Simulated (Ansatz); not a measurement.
Li$_{3}$N:
```
CELL_PARAMETERS angstrom
      3.63436     0.00000     0.00000
     -1.81718     3.14745     0.00000
      0.00000     0.00000     3.86478
ATOMIC_POSITIONS crystal
  Li 0.00000 0.00000 0.50000
  Li 0.33333 0.66667 0.00000
  Li 0.66667 0.33333 0.00000
  N  0.00000 0.00000 0.00000
```

Relaxed with PBE.

**Question.** Map the electron localisation function on the plane through (0.333, 0.667, 0.000) spanned by u = [1, 1, 0] and v = [1, -1, 0] in lattice vectors, from DFT-PBE in the program Ansatz with PAW potentials.

**Answer.** x is the fraction of u, y of v (the angle between them is 90°; rows are the nearest grid lines); atoms in the plane: Li at (0.00, 0.00), Li at (0.50, 0.50), Li at (0.00, 0.33), Li at (0.50, 0.83), N at (0.00, 0.67), N at (0.50, 0.17).
```
|@@#  -+*****+-  #@@|
|@@+  .::...::.  +@@|
|        -+-        |
| ....  +@@@+  .... |
|***+:  #@@@#  :+***|
|%%%#*: .*%*. :*#%%%|
|##%%#+.  .  .+#%%##|
|-=#%%#-     -#%%#=-|
| :*%%#+.   .+#%%*: |
|=*#%%*:     :*%%#*=|
|#%%%#=  .-.  =#%%%#|
|###*=  *@@@*  =*###|
|====:  #@@@#  :====|
|.       .:.       .|
|%#:             :#%|
|@@*  .-------.  *@@|
|@@- .*#%%%%%#*. -@@|
|+-  =#%%%%%%%#=  -+|
|   :*%%#*+*#%%*:   |
|  :+#%%*. .*%%#+:  |
|   =#%%#=:=#%%#=   |
|   .+#%%#*#%%#+.   |
|@@=  +##%%%##+  =@@|
|@@#  -+*****+-  #@@|
```
Scale: ten equal steps from 0.026 (start of ' ') to 0.998 (end of '@'), in the order ' .:-=+*#%@'; x runs from 0.000 to 1.00, y from 0.000 (bottom) to 1.00 (top).

The density is the valence pseudo-density with augmentation charge, so density and ELF within about 1 Å of a nucleus are not all-electron values.

Space group P6/mmm. The cell was relaxed with PBE under the symmetry of its start. At this level the phase is dynamically unstable (imaginary phonons).

Potentials: the later of the program's two PAW sets.
